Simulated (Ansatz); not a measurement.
**TiSe: further runs on the relaxed cell**

An exercise on one series of results from a longer session: the logs are not shown, and one member is left open.

Method: DFT PBEsol, scalar-relativistic, plane waves, PAW, in Ansatz 0.2.0.

1 further run of the same task is left out (set aside as unsound or not needed). Runs told in other sessions of the task aren't counted.

## The starting structure

The structure is hexagonal, space group P6_3/mmc (No. 194). The conventional cell has a = 3.358 Å, b = 3.358 Å, c = 6.755 Å, α = 90.00°, β = 90.00°, γ = 120.00°. Around Ti (site symmetry -3m) lie 6 Se at 2.57 Å. Around Se (site symmetry -6m2) lie 6 Ti at 2.57 Å.

As a file:

```
CELL_PARAMETERS angstrom
3.35766 0.00000 0.00000
-1.67883 2.90782 0.00000
0.00000 0.00000 6.75498
ATOMIC_POSITIONS crystal
Ti 0.00000 0.00000 0.00000
Ti 0.00000 0.00000 0.50000
Se 0.33333 0.66667 0.25000
Se 0.66667 0.33333 0.75000
```

It is the result of an earlier relaxation at this level (volume 16.49 Å³/atom; gap on the mesh: none (metal)).

The first run:

Contents of input.yaml:

```yaml
crystal:
  lattice:
    - [3.3237398149, 0.0, 0.0]
    - [-1.6618699075, 2.8784431153, 0.0]
    - [0.0, 0.0, 6.6867437193]
  atoms:
    - { symbol: Ti, position: [0.0, 0.0, 0.0] }
    - { symbol: Ti, position: [0.0, 0.0, 0.5] }
    - { symbol: Se, position: [0.3333333333, 0.6666666667, 0.25] }
    - { symbol: Se, position: [0.6666666667, 0.3333333333, 0.75] }
basis:
  ecutwfc: 420
kpoints:
  mp_grid: { grid: [12, 12, 8] }
hamiltonian:
  xc: pbesol
scf:
  occupations: { method: gaussian, width: 0.1 }
output:
  forces: true
  stress: true
  eigenvalues: true
relax:
  adjacent_minimum: "off"
  f_tol: 0.01
  max_steps: 30
  cell: { stress_tol: 0.1, fix: [volume] }
```

Command:

```
$ ansatz run input.yaml --threads 1 --pin off --max-ram 2560MiB --backend cpu --events-out ev --progress --plain --runs-dir out
```

Steps of the session up to this table: Volume × 0.97; Point at V/V0 = 1.03; Volume × 0.94; Volume × 1.06; Point at V/V0 = 0.91; Point at V/V0 = 1.10; Point at V/V0 = 0.88.

One table of the session follows, with a row left open; its other results are not shown here.

It belongs to the step «Energy against volume». 

| volume (Å³/atom) | energy above the lowest point (meV/atom) | pressure (GPa) |
| --- | --- | --- |
| 14.509 | 114.1 | 20.84 |
| 15.004 | ? | ? |
| 15.499 | 25.1 | 8.72 |
| 15.993 | 5.8 | 3.99 |
| 16.488 | 0.0 | -0.03 |
| 16.983 | 5.7 | -3.45 |
| 17.477 | 21.1 | -6.36 |
| 18.137 | 54.3 | -9.56 |

Estimate the missing values for volume (Å³/atom) = 15.004.

Worked estimate for «energy above the lowest point (meV/atom)». A straight line through the neighbours (14.509, 114.1) and (15.499, 25.1) gives 114.1 + (25.1 − 114.1) × (15.004 − 14.509) / (15.499 − 14.509) = 69.6; a parabola fitted to 3 rows on both sides gives 61.2.

As computed: energy above the lowest point (meV/atom): 60.3; pressure (GPa): 14.29. In «energy above the lowest point (meV/atom)» the line misses by +9.3 and the parabola by +0.9.

To keep in mind: Warnings in the runs' records: seeded moment not kept.
